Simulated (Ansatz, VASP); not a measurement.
**MgO (scan): VASP beside Ansatz**

The input POSCAR:

```
MgO
1.0
    0.0000000000      2.1085000000      2.1085000000
    2.1085000000      0.0000000000      2.1085000000
    2.1085000000      2.1085000000      0.0000000000
Mg O
1 1
Direct
    0.0000000000      0.0000000000      0.0000000000
    0.5000000000      0.5000000000      0.5000000000
```

INCAR.step1

```
SYSTEM = MgO
PREC = Accurate
ENCUT = 520
ISMEAR = 0
SIGMA = 0.1
LREAL = .False.
LASPH = .True.
NELM = 100
NBANDS = 11
GGA = PE
ALGO = Normal
EDIFF = 1E-4
LWAVE = .True.
LCHARG = .False.
```

Contents of INCAR.step2:

```
SYSTEM = MgO
PREC = Accurate
ENCUT = 520
EDIFF = 1E-6
ISMEAR = 0
SIGMA = 0.1
LREAL = .False.
LASPH = .True.
NELM = 100
ALGO = Normal
ISIF = 2
LWAVE = .False.
LCHARG = .True.
METAGGA = R2SCAN
LMIXTAU = .True.
LELF = .True.
LVHAR = .True.
NBANDS = 11
ISTART = 1
```

The input KPOINTS:

```
regular mesh
0
Gamma
  8 8 8
  0 0 0
```

Input for Ansatz:

```yaml
crystal:
  lattice:
    - [0.0, 2.1085, 2.1085]
    - [2.1085, 0.0, 2.1085]
    - [2.1085, 2.1085, 0.0]
  atoms:
    - { symbol: Mg, position: [0.0, 0.0, 0.0] }
    - { symbol: O, position: [0.5, 0.5, 0.5] }
basis:
  ecutwfc: 500
kpoints:
  mp_grid: { grid: [8, 8, 8] }
hamiltonian:
  xc: r2scan
scf:
  occupations: { method: gaussian, width: 0.1 }
output:
  forces: true
  stress: true
  eigenvalues: true
```

Alike in both runs: task single point; functional r2SCAN; k mesh 8 × 8 × 8; occupations gaussian, width 0.1 eV; no spin polarisation.

|  | VASP | Ansatz |
| --- | --- | --- |
| version | VASP 6.6.1 | Ansatz 0.2.0 |
| potentials or method | VASP PAW PBE potentials, release 64 (Mg, O) | scalar-relativistic, plane waves, PAW |
| plane-wave cutoff (eV) | 520 | 500 |
| valence electrons in the cell | 8 | 16 |

```csv
,VASP,Ansatz,Ansatz less VASP
gap on the k mesh at the Fermi level (eV),5.57,5.59,+0.025
least direct gap on the mesh (eV),5.57,5.59,+0.025
pressure (GPa),-2.6,-1.5,+1.14
```

The two sets of potentials don't hold the same shells in valence.

Caveats: the PAW data sets were made with another functional, which shifts forces and pressure a little (VASP). r2SCAN opens gaps a little over a GGA but as a rule still falls short of measured ones.
